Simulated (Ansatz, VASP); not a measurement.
BiTe in VASP and in Ansatz

File INCAR:

```
SYSTEM = BiTe
ALGO = Fast ; EDIFF = 1E-6
ENCUT = 520 ; GGA = PE
ISIF = 2 ; ISMEAR = 0
LASPH = .TRUE. ; LCHARG = .FALSE.
LREAL = .FALSE. ; LWAVE = .FALSE.
NBANDS = 18 ; NELM = 100
PREC = Accurate ; SIGMA = 0.1
```

File KPOINTS:

```
k-points
0
G
  12 12 12
  0 0 0
```

POSCAR

```
BiTe
1.0
    0.0000000000      3.2855630500      3.2855630500
    3.2855630500      0.0000000000      3.2855630500
    3.2855630500      3.2855630500      0.0000000000
Bi Te
1 1
Direct
    0.0000000000      0.0000000000      0.0000000000
    0.5000000000      0.5000000000      0.5000000000
```

Input for Ansatz:

```yaml
crystal:
  lattice:
    - [0.0, 3.28556305, 3.28556305]
    - [3.28556305, 0.0, 3.28556305]
    - [3.28556305, 3.28556305, 0.0]
  atoms:
    - { symbol: Bi, position: [0.0, 0.0, 0.0] }
    - { symbol: Te, position: [0.5, 0.5, 0.5] }
basis:
  ecutwfc: 420
kpoints:
  mp_grid: { grid: [12, 12, 12] }
hamiltonian:
  xc: pbe
scf:
  occupations: { method: gaussian, width: 0.1 }
output:
  forces: true
  stress: true
  eigenvalues: true
```

Alike in both runs: task single point; functional PBE; k mesh 12 × 12 × 12; occupations gaussian, width 0.1 eV; no spin polarisation.

|  | VASP | Ansatz |
| --- | --- | --- |
| version | VASP 6.6.1 | Ansatz 0.2.0 |
| potentials or method | VASP PAW PBE potentials, release 64 (Bi_d, Te) | scalar-relativistic, plane waves, PAW |
| plane-wave cutoff (eV) | 520 | 420 |
| valence electrons in the cell | 21 | 31 |

```csv
,VASP,Ansatz,Ansatz less VASP
gap on the k mesh at the Fermi level (eV),none,none,-
pressure (GPa),-1.4,-1.4,+0.04
```

A gap of «none» marks a metal or a gap that the smearing closes. The functional is the same, so the differences come from potentials, cutoffs and numerics. The two sets of potentials don't hold the same shells in valence.

Caveats: spin-orbit coupling is left out, which moves the levels of the heavy elements.
